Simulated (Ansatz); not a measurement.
# PtTe2 (Te2Pt-type): one cell, many starting occupations, part 3 of 3

Task: map the metastable states of PtTe2 (Te2Pt-type) by varying the start. Cell and atoms stay fixed.

Ansatz 0.2.0; DFT r²SCAN+U (U_eff = 2.5 eV on Pt d), plane waves, PAW, no spin–orbit coupling unless a run says so.

## 6. Random orbitals: drawn by pairs, first filling

The COD entry's cell or inner coordinates are ideal or old and differ from later refinements, so a difference from it is no clean test against experiment.

input.yaml reads:

```yaml
crystal:
  lattice:
    - [4.01799945, 0.0, 0.0]
    - [-2.00899973, 3.4796896, 0.0]
    - [0.0, 0.0, 5.21199933]
  atoms:
    - { symbol: Te, position: [0.3333333333, 0.6666666667, 0.25] }
    - { symbol: Te, position: [0.6666666667, 0.3333333333, 0.75] }
    - { symbol: Pt, position: [0.0, 0.0, 0.0], spin: 4.0 }
basis:
  ecutwfc: 500
  ecutrho_ratio: 4
kpoints:
  mp_grid: { grid: [6, 6, 4] }
hamiltonian:
  xc: r2scan
  hubbard:
    sites:
      - { site: 2, l: d, u_eff: 2.5, starting_ns: [{ spin: up, occupation_matrix: s2up }, { spin: down, occupation_matrix: s2down }] }
    occupation_matrices:
      s2up:
        matrix:
          - [0.97, 0.0, 0.0, 0.0, 0.0]
          - [0.0, 0.97, 0.0, 0.0, 0.0]
          - [0.0, 0.0, 0.97, 0.0, 0.0]
          - [0.0, 0.0, 0.0, 0.97, 0.0]
          - [0.0, 0.0, 0.0, 0.0, 0.97]
      s2down:
        matrix:
          - [0.02, 0.0, 0.0, 0.0, 0.0]
          - [0.0, 0.02, 0.0, 0.0, 0.0]
          - [0.0, 0.0, 0.25587, 0.0, -0.41042]
          - [0.0, 0.0, 0.0, 0.02, 0.0]
          - [0.0, 0.0, -0.41042, 0.0, 0.73413]
    ns_hold: until_converged
scf:
  occupations: { method: gaussian, width: 0.05 }
  lower_state_search: "off"
  max_iter: 150
output:
  forces: true
  stress: true
  eigenvalues: true
  populations: true
  hubbard: { sites: [{ site: 2, l: d }] }
magnetization:
  spin_polarized: true
```

The typed matrices put 0.97 on the chosen orbitals and 0.02 on the others, and are held until the SCF converges, then released.

Started as:

```
$ ansatz run input.yaml --threads 4 --pin off --max-ram 6144MiB --backend cpu --events-out ev --progress --plain --runs-dir out
```

The log of the run, shortened:

```text
Warning: crystal.symmetry: narrowed to the stabiliser of the occupation matrices — unitary ops 12 → 2; lowered by the specified shell (site 2, l: d); largest admitted image defect 4.4e-16, smallest excluded 5.4e-1 — at a splitting's scale: the group the occupation matrices' own texture admits
Warning: RAYON_NUM_THREADS=4 ignored (pool sized by the plan → 4); use --threads N
Te: projections on atomic orbitals take those of the free atom [Kr] 4d10 5s2 5p4, of charge +0.00 (hamiltonian.pseudopotentials.projection_atoms); the dataset's partial waves leave at most 7.8e-6 of an orbital's norm unspanned inside its sphere
Pt: projections on atomic orbitals take those of the free atom [Kr 4d10 4f14] 5s2 5p6 5d9 6s1, of charge +0.00 (hamiltonian.pseudopotentials.projection_atoms); the dataset's partial waves leave at most 9.1e-5 of an orbital's norm unspanned inside its sphere
[...]
WARN: the starting moments were not kept: the SCF closed with an absolute magnetisation of 3.2e-6 μB, where they sum to 4 μB in size (1 site). That is at most 0.1 of that sum. Measured as dr2_m measures the in/out step, that magnetisation stands 1.1e-12 eV from none, at or under the [...]
WARN: hamiltonian.hubbard: on 1 of 2 specified blocks the occupation matrix of this SCF's result fails the test of the specified filling. At site 2 ↓ (sites count from 0 in the list of atoms of the cell that this SCF solves) the least filled combination of the orbitals specified full has [...]
--- Löwdin populations: 3 sites ---
  site symbol       q [e]    m [muB]
     0     Te     15.9506    -0.0000
     1     Te     15.9506    -0.0000
     2     Pt     17.8382    -0.0000
  spilling = 0.005212 (of n_electrons = 50.000000)
--- Occupation matrices: 1 shell (run DFT+U table (all-electron-ortho-atomic); ε = 2.17e-4) ---
  Pt2 d_5D: site group D3d (-3m)
  Pt2 d_5D up     Tr n = 4.5085  λ = 0.787 0.787 0.977 0.979 0.979  [2× xz 0.30 Eg(1.00) | z2 1.00 A1g(1.00) | 2× xy 0.30 Eg(1.00)]
  Pt2 d_5D dn     Tr n = 4.5085  λ = 0.787 0.787 0.977 0.979 0.979  [2× yz 0.30 Eg(1.00) | z2 1.00 A1g(1.00) | 2× x2-y2 0.30 Eg(1.00)]
  specified occupation → Pt2 d_5D up: matrix, ‖Δ‖_F = 0.2594, Tr Δ = +0.3415, displaced = 0.1955, d_λ = 0.2594; orbital distance = 0.0000
  specified occupation → Pt2 d_5D dn: matrix, ‖Δ‖_F = 1.7819, Tr Δ = -3.4585, displaced = 1.8162, d_λ = 1.7354; orbital distance = 0.9737
  Tr n, λ and their labels are of the run-group-symmetrised matrices; stabiliser: 24 of 24 elements of G0×{1,Θ} (closed), max defect 8.5e-7 at τ = 4.6e-5
```

Wall time 45 s (4 threads of Arm Neoverse V2, shared host); peak memory 0.88 GiB.

It ends with no gap, pressure 6.1 GPa, no moment over 0.05 μB in any sphere, largest force component 0.84 eV/Å, 2 symmetry operations imposed. The program reports that the typed filling wasn't kept.

The shells' filling, with natural orbitals sorted by occupation:

```tsv
shell	channel	electrons	over 0.8	0.2 to 0.8	under 0.2
Pt 5d (atom 3)	up	4.51	3	2	0
Pt 5d (atom 3)	down	4.51	3	2	0
```

## 7. From atoms, default search

input.yaml reads:

```yaml
crystal:
  lattice:
    - [4.01799945, 0.0, 0.0]
    - [-2.00899973, 3.4796896, 0.0]
    - [0.0, 0.0, 5.21199933]
  atoms:
    - { symbol: Te, position: [0.3333333333, 0.6666666667, 0.25] }
    - { symbol: Te, position: [0.6666666667, 0.3333333333, 0.75] }
    - { symbol: Pt, position: [0.0, 0.0, 0.0], spin: 4.0 }
basis:
  ecutwfc: 500
  ecutrho_ratio: 4
kpoints:
  mp_grid: { grid: [6, 6, 4] }
hamiltonian:
  xc: r2scan
  hubbard: { sites: [{ site: 2, l: d, u_eff: 2.5 }] }
scf:
  occupations: { method: gaussian, width: 0.05 }
output:
  forces: true
  stress: true
  eigenvalues: true
  populations: true
  hubbard: { sites: [{ site: 2, l: d }] }
  write_density: true
  write_potential: true
  elf: true
  volumetric_format: npy
magnetization:
  spin_polarized: true
```

Started as:

```
$ ansatz run input.yaml --threads 4 --pin off --max-ram 6144MiB --backend cpu --events-out ev --progress --plain --runs-dir out
```

The log of the run, shortened:

```text
Warning: where an SCF of this run starts from atoms to list the orders of its open shells, Pt (site 2, from 0) starts with 1.00 μB on its 5d shell and 1.00 μB on its 6s shell, in the place of the 4.00 μB that the deck gives it: its open shells can hold no more by Hund's first rule. To [...]
Warning: RAYON_NUM_THREADS=4 ignored (pool sized by the plan → 4); use --threads N
Te: projections on atomic orbitals take those of the free atom [Kr] 4d10 5s2 5p4, of charge +0.00 (hamiltonian.pseudopotentials.projection_atoms); the dataset's partial waves leave at most 7.8e-6 of an orbital's norm unspanned inside its sphere
[...]
WARN: the starting moments were not kept: the SCF closed with an absolute magnetisation of 7.0e-6 μB, where they sum to 4 μB in size (1 site). That is at most 0.1 of that sum. Measured as dr2_m measures the in/out step, that magnetisation stands 4.7e-12 eV from none, at or under the [...]
--- Band table (eV; the first three rows and the last of 48) ---
[...]
Occupation matrices written to <dir>
--- Löwdin populations: 3 sites ---
  site symbol       q [e]    m [muB]
     0     Te     15.9506    -0.0000
     1     Te     15.9506    -0.0000
     2     Pt     17.8382    -0.0000
  spilling = 0.005212 (of n_electrons = 50.000000)
--- Occupation matrices: 1 shell (run DFT+U table (all-electron-ortho-atomic); ε = 3.70e-4) ---
  Pt2 d_5D: site group D3d (-3m)
  Pt2 d_5D up     Tr n = 4.5085  λ = 0.787 0.787 0.977 0.979 0.979  [2× xz 0.30 Eg(1.00) | z2 1.00 A1g(1.00) | 2× x2-y2 0.30 Eg(1.00)]
  Pt2 d_5D dn     Tr n = 4.5085  λ = 0.787 0.787 0.977 0.979 0.979  [2× xz 0.30 Eg(1.00) | z2 1.00 A1g(1.00) | 2× x2-y2 0.30 Eg(1.00)]
  Tr n, λ and their labels are of the run-group-symmetrised matrices; stabiliser: 24 of 24 elements of G0×{1,Θ} (closed), max defect 7.0e-7 at τ = 7.8e-5
```

It took 23 s on 4 threads of Arm Neoverse V2, shared host; peak memory 0.78 GiB.

Result: no gap, pressure 6.1 GPa, no moment over 0.05 μB in any sphere, largest force component 0.84 eV/Å, 12 symmetry operations imposed.

The shells' filling, with natural orbitals sorted by occupation:

```tsv
shell	channel	electrons	over 0.8	0.2 to 0.8	under 0.2
Pt 5d (atom 3)	up	4.51	3	2	0
Pt 5d (atom 3)	down	4.51	3	2	0
```

Density in a lattice plane of the grid's cell (edges 4.02 and 5.21 Å, at 0.000 of the third edge), which holds Pt.

Ten even steps from '0' (0.02 e/Å³) to '9' (11.90 e/Å³):
```
875210000000001257
543100000000000134
211000000000000011
000000000000000000
000000000000000000
000000000000000000
000000000000000000
000000000000000000
000000000000000000
000000000000000000
000000000000000000
000000000000000000
000000000000000000
000000000000000000
000000000000000000
000000000000000000
211000000000000011
543100000000000134
875210000000001257
996310000000001369
```
Columns run along the first of these edges and rows up along the second, over one cell in 18 and 20 even steps from the bottom left corner. Atoms in the plane (fractional): Pt at (0.00, 0.00).

ELF in the same plane.

Values, 12 rows by 10 columns:
```
0.68 0.60 0.38 0.31 0.34 0.32 0.34 0.31 0.38 0.60
0.50 0.39 0.30 0.43 0.49 0.46 0.49 0.43 0.30 0.39
0.30 0.28 0.32 0.49 0.53 0.50 0.52 0.49 0.32 0.28
0.16 0.15 0.23 0.43 0.55 0.56 0.55 0.43 0.23 0.15
0.04 0.04 0.09 0.23 0.38 0.44 0.38 0.23 0.09 0.04
0.01 0.02 0.04 0.11 0.20 0.24 0.20 0.11 0.04 0.02
0.04 0.04 0.09 0.23 0.38 0.44 0.38 0.23 0.09 0.04
0.16 0.15 0.23 0.43 0.55 0.56 0.55 0.43 0.23 0.15
0.30 0.28 0.32 0.49 0.52 0.50 0.53 0.49 0.32 0.28
0.50 0.39 0.30 0.43 0.49 0.46 0.49 0.43 0.30 0.39
0.68 0.60 0.38 0.31 0.34 0.32 0.34 0.31 0.38 0.60
0.66 0.68 0.49 0.28 0.23 0.18 0.23 0.28 0.49 0.68
```
Columns run along the first of these edges and rows up along the second, over one cell in 10 and 12 even steps from the bottom left corner. Atoms in the plane (fractional): Pt at (0.00, 0.00).

Both are smooth fields of the valence electrons: close to the nuclei they are not physical.

Outside the cores ELF peaks at 0.74 beside Te, off the lines to its neighbours, 1.2 Å from Te; 0.61 on the Te–Pt line, 1.2 Å from Te.

ELF in the plane through atom 1 (Te) and two of its nearest Pt neighbours, 7.2 Å on a side, that atom in the middle and its first bond to the right.

Ten even steps from '0' (0.01) to '9' (0.72):
```
7776653334434434577778884
5323566446787645765335786
3000367458999636751001577
3000477448999646751001576
6545676446776545655335675
8877764334434433356778763
5665321135788753235555443
2222100257765556533455543
7887411376410146744789964
8999942477303036844799974
7789962487510147744798864
7778962278776667644555443
6778851136888764223445554
6777530001233321014678776
4554321012344320026764345
3333332247899973147740003
3444433478888996247740002
4445444577777897237864335
4444433577777887215888777
```
Atoms in the plane (Å from the middle): Te (2.3, 2.6), Te (-3.0, 2.6), Te (0.0, 0.0), Pt (-0.4, 2.6), Te (3.0, -2.6), Pt (2.7, 0.0).

## 8. All runs side by side

This closing draws on all 3 parts.

Energies count from the lowest free state and have the smearing extrapolated to zero.

| start | energy (meV/atom) | gap (eV) | pressure (GPa) | largest moment (μB) | SCF cycles | time |
| --- | --- | --- | --- | --- | --- | --- |
| random orbitals: drawn by pairs, first filling | 0.0 | metal | 6.1 | 0.00 | 32 | 45 s |
| random orbitals: single harmonics, first filling | 0.0 | metal | 6.1 | 0.00 | 20 | 21 s |
| random orbitals: fully mixed, first filling | 0.0 | metal | 6.1 | 0.00 | 20 | 33 s |
| from atoms, symmetry kept, no search | 0.0 | metal | 6.1 | 0.00 | 19 | 11 s |
| natural orbitals of the symmetric run, filled by rank | 0.0 | metal | 6.1 | 0.00 | 24 | 23 s |
| from atoms, default search | 0.0 | metal | 6.1 | 0.00 | 24 | 23 s |

The 6 free runs end within about 1 meV/atom of each other. The run with the program's default settings reaches the lowest one found. The lowest state found need not be the ground state, and the geometry wasn't relaxed for any of them. Spin–orbit coupling is left out.
